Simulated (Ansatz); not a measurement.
Level of theory: Ansatz, DFT PBE, scalar-relativistic, plane waves, PAW. All cells share a 420 eV cutoff and Γ-centred k meshes spaced at most about 0.3 Å⁻¹ (2π included). No spin polarisation.

All energies are static (0 K, no zero-point motion).

Compare these two cells of Al5GaN6, each relaxed at this level.

A.

```
CELL_PARAMETERS angstrom
2.90259 0.00000 0.00000
0.00000 4.10414 0.00000
0.00000 0.00000 8.71627
ATOMIC_POSITIONS crystal
Al 0.00000 0.50000 0.83045
Al 0.00000 0.50000 0.16955
Al 0.50000 0.00000 0.33579
Al 0.00000 0.50000 0.50000
Al 0.50000 0.00000 0.66421
Ga 0.50000 0.00000 0.00000
N 0.00000 0.00000 0.82580
N 0.50000 0.50000 0.00000
N 0.00000 0.00000 0.17420
N 0.50000 0.50000 0.33463
N 0.00000 0.00000 0.50000
N 0.50000 0.50000 0.66537
```

B.

```
CELL_PARAMETERS angstrom
2.90152 0.00000 0.00000
-1.45076 2.51279 0.00000
0.00000 0.00000 14.22834
ATOMIC_POSITIONS crystal
Al 0.33333 0.66667 0.83501
Al 0.66667 0.33333 0.67000
Al 0.33333 0.66667 0.33000
Al 0.66667 0.33333 0.16499
Al 0.00000 0.00000 0.00000
Ga 0.00000 0.00000 0.50000
N 0.66667 0.33333 0.91751
N 0.00000 0.00000 0.75256
N 0.33333 0.66667 0.58894
N 0.66667 0.33333 0.41106
N 0.00000 0.00000 0.24744
N 0.33333 0.66667 0.08249
```

Question: Which arrangement of the elements on these sites is preferred, and by what margin?

Answer: B is lower, by 4 meV/atom. The two share one framework of sites and differ in which element sits where. A has Al and Ga ordered on rock salt sites, space group Pmmm (No. 47), 8.7 Å³/atom and a gap of 2.80 eV on its mesh; B has Al and Ga ordered on rock salt sites, space group P-3m1 (No. 164), 8.6 Å³/atom and a gap of 3.13 eV. Counting N atoms around Al and Ga (those within 1.25 times the shortest such distance or 1.15 times the sum of covalent radii), A and B both have Al 6, Ga 6. In A, Al on a site of symmetry mm2 is surrounded by 6 N at 2.04–2.07 Å; Ga has 6 N at 2.05–2.10 Å; N on a site of symmetry mm2 has 4 Al at 2.02–2.05 Å and 2 Ga at 2.10 Å; 5 more sites not described. In B, Al on a site of symmetry 3m is surrounded by 6 N at 2.05 Å; around Ga lie 6 N at 2.10 Å; N on its first site has 6 Al at 2.05 Å; 4 more sites not described. Both come from invented guesses.

Kohn–Sham gaps at this level usually fall short of measured ones. Cells relaxed within their symmetry can be saddle points.
